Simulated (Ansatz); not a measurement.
# N: LAPW beside PAW

The same cell of N is computed with LAPW, all electrons, PAW on the default files and all-electron PAW on datasets made for the crystal, to set the results side by side.

Method: DFT PBE, scalar-relativistic, in Ansatz 0.2.0.

## 1. The structure to begin with

The structure is hexagonal, space group P6_3/mmc (No. 194). The conventional cell has a = 3.629 Å, b = 3.629 Å, c = 5.890 Å, α = 90.00°, β = 90.00°, γ = 120.00°. N (site symmetry -6m2) is surrounded by 12 N at 3.61 to 3.63 Å.

Structure file:

```cif
data_structure
_symmetry_space_group_name_H-M 'P 1'
_symmetry_Int_Tables_number 1
_cell_length_a 3.6290
_cell_length_b 3.6290
_cell_length_c 5.8900
_cell_angle_alpha 90.000
_cell_angle_beta 90.000
_cell_angle_gamma 120.000
_cell_volume 67.18
loop_
_atom_site_label
_atom_site_type_symbol
_atom_site_fract_x
_atom_site_fract_y
_atom_site_fract_z
_atom_site_occupancy
N1 N 0.33333 0.66667 0.25000 1
N2 N 0.66667 0.33333 0.75000 1
```

The cell comes from a crystallographic database entry that wasn't checked; take it as a given geometry, which may be far from equilibrium.

Atoms are numbered in the order of the input: N1, N2.

## 2. LAPW, all electrons

Input file input.yaml:

```yaml
crystal:
  lattice:
    - [3.6290016496, 0.0, 0.0]
    - [-1.8145008248, 3.142807619, 0.0]
    - [0.0, 0.0, 5.89]
  atoms:
    - { symbol: "N", position: [0.3333333333, 0.6666666667, 0.25] }
    - { symbol: "N", position: [0.6666666667, 0.3333333333, 0.75] }
kpoints:
  mp_grid: { grid: [10, 10, 5] }
  band_path:
    path:
      - [0.0, 0.0, 0.0]
      - [0.5, 0.0, 0.0]
      - [0.3333333333, 0.3333333333, 0.0]
      - [0.0, 0.0, 0.0]
      - [0.0, 0.0, 0.5]
      - [0.5, 0.0, 0.5]
      - [0.3333333333, 0.3333333333, 0.5]
      - [0.0, 0.0, 0.5]
      - [0.5, 0.0, 0.5]
    npoints: 8
scf:
  occupations: { method: fermi_dirac, width: 0.02 }
hamiltonian:
  xc: pbe
  pseudopotentials: { kind: all_electron, lapw: { basis_error: 0.0005 } }
output:
  forces: true
  stress: true
  eigenvalues: true
  fatbands: true
  populations: true
  dos: { projected: true, de: 0.2, e_range: [-14, 8] }
```

Launch:

```sh
> ansatz run input.yaml --threads 1 --pin off --max-ram 2048MiB --backend cpu --events-out ev --progress --plain --runs-dir out
```

## 3. PAW on the default files

Changes to input.yaml since step 2:

```diff
@@ -26,3 +26,3 @@
   xc: pbe
-  pseudopotentials: { kind: all_electron, lapw: { basis_error: 0.0005 } }
+  pseudopotentials: { kind: paw }
 output:
@@ -31,4 +31,9 @@
   eigenvalues: true
-  fatbands: true
+  efg: { contact_densities: true }
   populations: true
+  bader: true
   dos: { projected: true, de: 0.2, e_range: [-14, 8] }
+  write_density: true
+  write_potential: true
+  elf: true
+  volumetric_format: npy
```

## 4. All-electron PAW on datasets made for the crystal

Changes to input.yaml since step 3:

```diff
@@ -26,3 +26,3 @@
   xc: pbe
-  pseudopotentials: { kind: paw }
+  pseudopotentials: { kind: all_electron, datasets: crystal }
 output:
@@ -32,8 +32 @@
   efg: { contact_densities: true }
-  populations: true
-  bader: true
-  dos: { projected: true, de: 0.2, e_range: [-14, 8] }
-  write_density: true
-  write_potential: true
-  elf: true
-  volumetric_format: npy
```

(Steps that only read results are left out.)

What does the calculation give? Wanted: pressure; gap; Bader charges; highest ELF.

The runs gave:

| quantity | value |
| --- | --- |
| pressure | LAPW -7.21, PAW -7.20, crystal datasets -7.21 GPa |
| gap (LAPW) | none |
| Bader charges (PAW) | N1 +0.00 e |
| highest ELF (PAW) | 0.85, 0.68 Å from N |

The pressure of -7.2 GPa pushes the cell to shrink, with the atoms held in place. There is no gap at this level: the crystal is a metal or semimetal here, or the functional closes a real gap. N 2p carries the largest share, 100 %, of the projected states within 0.3 eV of the Fermi level. The projection holds only the free atom's occupied shells (N 2p in this range). In pressure, PAW differs from LAPW by less than 0.01 GPa.
